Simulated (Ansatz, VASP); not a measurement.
## Rh: VASP beside Ansatz

```xyz
1
Lattice="0.0000 2.0260 2.0260 2.0260 0.0000 2.0260 2.0260 2.0260 0.0000" Properties=species:S:1:pos:R:3 pbc="T T T"
Rh    0.0000    0.0000    0.0000
```

Alike in both runs: task single point; functional BLYP; k mesh 23 × 23 × 23; occupations fermi-dirac, width 0.1 eV; no spin polarisation.

|  | VASP | Ansatz |
| --- | --- | --- |
| version | VASP 6.6.1 | Ansatz 0.2.0 |
| potentials or method | VASP PAW PBE potentials, release 64 (Rh_pv) | plane waves (420 eV) with PAW, scalar-relativistic |
| plane-wave cutoff (eV) | 520 | 420 |
| valence electrons in the cell | 15 | 17 |

|  | VASP | Ansatz | Ansatz less VASP |
| --- | --- | --- | --- |
| pressure (GPa) | -17.4 | -17.8 | -0.35 |

With one functional, cell and mesh, what is left measures potentials, basis and numerics. The two sets of potentials don't hold the same shells in valence.

Caveats: so large a pressure means that the cell lies far from this level's equilibrium, or that cutoff or potentials fall short (VASP); the potentials were made for another functional, which shifts forces and pressure (VASP).
